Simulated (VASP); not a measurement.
Wanted: the native input for a VASP 6.6.1 run.

```
Task                               : band structure
Functional                         : PBE0
Potentials or basis                : VASP PAW PBE potentials, release 64 (Se, In_d)
Cutoff                             : 520 eV
k mesh                             : 6 × 6 × 1
Occupations                        : gaussian, width 0.03 eV
Spin                               : no spin polarisation
Grid for exact exchange (PRECFOCK) : Fast
Exchange at q = 0                  : truncated
Dipole correction                  : yes
Further INCAR settings             : ALGO = Normal; EDIFF = 1e-06; NBANDS = 27
```

Slab: InSe, a slab with vacuum.

```
Se In
1.0
     4.02783    0.00000    0.00000
    -2.01391    3.48820    0.00000
     0.00000    0.00000   23.35771
Se In
2 2
Direct
  0.00000 0.00000 0.38464
  0.00000 0.00000 0.61529
  0.66667 0.33333 0.44015
  0.66667 0.33333 0.55977
```

These files were run (other wordings do the same):

POSCAR

```
InSe                                    
1.0
    4.0278273706      0.0000000000      0.0000000000
   -2.0139136853      3.4882008299      0.0000000000
    0.0000000000      0.0000000000     23.3577120000
  Se              In            
     2     2
Direct
     0.0000000000000000    1.0000000000000000    0.3846392773132667
     0.0000000000000000    1.0000000000000000    0.6152949469811783
     0.6666666699999979    0.3333333300000021    0.4401516181691429
     0.6666666699999979    0.3333333300000021    0.5597696275364120
```

INCAR.step1

```
PREC = Accurate
ENCUT = 520
EDIFF = 1E-5
ISMEAR = 0
SIGMA = 0.03
LREAL = F
LASPH = T
NELM = 80
ALGO = Normal
ISIF = 2
LWAVE = T
LCHARG = F
LDIPOL = T
IDIPOL = 3
DIPOL = 0.5 0.5 0.500
NBANDS = 27
LVHAR = T
LVACPOTAV = T
GGA = PE
```

INCAR.step2

```
PREC = Accurate
ENCUT = 520
EDIFF = 1E-6
ISMEAR = 0
SIGMA = 0.03
LREAL = F
LASPH = T
NELM = 80
ALGO = Normal
ISIF = 2
LWAVE = F
LCHARG = F
LDIPOL = T
IDIPOL = 3
DIPOL = 0.5 0.5 0.500
GGA = PE
LHFCALC = T
AEXX = 0.25
PRECFOCK = Fast
HFRCUT = -1
NBANDS = 27
LVHAR = T
LVACPOTAV = T
ISTART = 1
```

KPOINTS

```
Automatic mesh
0
Gamma
  6 6 1
```

KPOINTS_OPT

```
explicit points
3
Reciprocal
 0.0000000000  0.0000000000  0.0000000000 1
 0.5000000000  0.0000000000  0.0000000000 1
 0.3333333300  0.3333333300  0.0000000000 1
```

Potentials or basis: VASP PAW PBE potentials, release 64 (Se, In_d).

Run with:

```sh
$ cat potpaw_PBE.64/Se/POTCAR potpaw_PBE.64/In_d/POTCAR > POTCAR
$ cp INCAR.step1 INCAR
$ mpirun -np 8 vasp_std > vasp.out
$ cp INCAR.step2 INCAR
$ mpirun -np 8 vasp_std > vasp.out
```

Results of the run:

```json
{
  "Largest force": "0.283 eV/Å",
  "Band gap on the k mesh": "3.06 eV, indirect (least direct gap 3.12 eV)",
  "Band gap along the path": "3.12 eV, direct",
  "Ionisation potential of the upper face": "6.88 eV"
}
```

Caveat: the PAW data sets were made with another functional, which shifts forces and pressure a little; spin-orbit coupling is left out, which moves the levels of the heavy elements.

Run time: 9.3 min on 8 MPI ranks on Intel(R) Xeon(R) 6975P-C (Granite Rapids) (shared host), peak memory 0.31 GiB a rank.
